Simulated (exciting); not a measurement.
A run of exciting (release sodium) is set up as follows.

Contents of run_exciting.py:

```python
import subprocess
import xml.etree.ElementTree as ET
from ase.io import read
from ase.units import Bohr

atoms = read("Pt.cif")
import spglib
from ase import Atoms
cell, positions, numbers = spglib.find_primitive((atoms.cell[:], atoms.get_scaled_positions(), atoms.numbers), symprec=1e-5)
atoms = Atoms(numbers, cell=cell, scaled_positions=positions, pbc=True)
rmt = {'Pt': 2.3}  # bohr
tasks = """
<groundstate do="fromscratch" ngridk="14 12 12" rgkmax="8" gmaxvr="14" lmaxapw="10" lmaxmat="10" lmaxvr="8" xctype="GGA_PBE_SOL" stype="Gaussian" swidth="0.00183747" nempty="12" ValenceRelativity="iora*" epsengy="1e-05" epspot="1e-05" maxscl="60" outputlevel="normal"/>
<properties>
  <dos nwdos="300" winddos="-0.4 0.4" inttype="tetra" ngrdos="100" nsmdos="0" lmirep="true"/>
</properties>
"""

root = ET.Element("input")
ET.SubElement(root, "title").text = "Pt"
structure = ET.SubElement(root, "structure", speciespath="./", tshift="false")
crystal = ET.SubElement(structure, "crystal", scale="1.0")
for vector in atoms.cell / Bohr:
    ET.SubElement(crystal, "basevect").text = " ".join(f"{x:.12f}" for x in vector)
symbols = atoms.get_chemical_symbols()
for element in dict.fromkeys(symbols):
    species = ET.SubElement(structure, "species", speciesfile=element + ".xml", rmt=str(rmt[element]))
    for symbol, position in zip(symbols, atoms.get_scaled_positions(wrap=False)):
        if symbol == element:
            ET.SubElement(species, "atom", coord=" ".join(f"{x:.12f}" for x in position))
root.extend(ET.fromstring("<tasks>" + tasks + "</tasks>"))
ET.indent(root)
ET.ElementTree(root).write("input.xml")
subprocess.run(["exciting_smp"], check=True)
```

Pt.cif

```cif
data_Pt
_cell_length_a 2.70640824
_cell_length_b 2.73630257
_cell_length_c 2.76731940
_cell_angle_alpha 93.85258074
_cell_angle_beta 117.74975135
_cell_angle_gamma 117.18039590
_space_group_name_H-M_alt 'P-1'
_space_group_name_Hall '-P 1'
_space_group_IT_number 2
loop_
_space_group_symop_operation_xyz
'x,y,z'
'-x,-y,-z'
loop_
_atom_site_label
_atom_site_type_symbol
_atom_site_symmetry_multiplicity
_atom_site_Wyckoff_symbol
_atom_site_fract_x
_atom_site_fract_y
_atom_site_fract_z
_atom_site_occupancy
Pt1 Pt 1 h 0.5000000000 0.5000000000 0.5000000000 1
```

Potentials or basis: all-electron LAPW+lo, shipped species files, valence relativity iora*.

Command:

```bash
$ OMP_NUM_THREADS=1 python run_exciting.py
```

Estimate the band gap on the k mesh.

none (metal or under the smearing width).

States per cell in windows of 1 eV (zero at the Fermi level; states under -8 eV left out):
| from (eV) | total | Pt1 d | Pt1 s | Pt1 p |
| --- | --- | --- | --- | --- |
| -8.0 | 0.35 | 0.09 | 0.09 | 0.01 |
| -7.0 | 1.20 | 0.65 | 0.12 | 0.03 |
| -6.0 | 1.08 | 0.71 | 0.03 | 0.03 |
| -5.0 | 1.54 | 1.10 | 0.02 | 0.05 |
| -4.0 | 1.64 | 1.20 | 0.02 | 0.06 |
| -3.0 | 1.39 | 1.09 | 0.01 | 0.04 |
| -2.0 | 1.17 | 0.98 | 0.01 | 0.02 |
| -1.0 | 1.47 | 1.33 | 0.01 | 0.01 |
| 0.0 | 0.73 | 0.63 | 0.01 | 0.02 |
| 1.0 | 0.26 | 0.17 | 0.02 | 0.02 |
| 2.0 | 0.27 | 0.14 | 0.02 | 0.03 |
| 3.0 | 0.26 | 0.11 | 0.03 | 0.04 |
| 4.0 | 0.25 | 0.09 | 0.04 | 0.03 |
| 5.0 | 0.25 | 0.07 | 0.07 | 0.02 |
| 6.0 | 0.33 | 0.09 | 0.09 | 0.04 |
| 7.0 | 0.36 | 0.08 | 0.08 | 0.06 |

Spin-orbit coupling is left out, which matters for the levels of Pt.
